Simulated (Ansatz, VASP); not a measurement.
**Fe: VASP beside Ansatz**

```
Fe
1.0
    -1.37460    1.37460    1.37460
     1.37460   -1.37460    1.37460
     1.37460    1.37460   -1.37460
Fe
1
Direct
  0.00000 0.00000 0.00000
```

Alike in both runs: task single point; functional LDA; k mesh 16 × 16 × 16; occupations methfessel-paxton of order 1, width 0.2 eV; collinear spin.

|  | VASP | Ansatz |
| --- | --- | --- |
| version | VASP 6.6.1 | Ansatz 0.2.0 |
| potentials or method | VASP PAW LDA potentials, release 64 (Fe) | plane waves (420 eV) with PAW, scalar-relativistic |
| plane-wave cutoff (eV) | 520 | 420 |
| valence electrons in the cell | 8 | 16 |

```csv
,VASP,Ansatz,Ansatz less VASP
pressure (GPa),-0.9,0.1,+0.94
net moment per atom (μB),1.95,1.98,+0.031
size of the moment on the site where the two differ most (μB),1.91,1.98,+0.063
```

Site moments also hang on the region over which each program counts them. The two sets of potentials don't hold the same shells in valence. Ansatz warned: «pseudo_functional_mismatch».
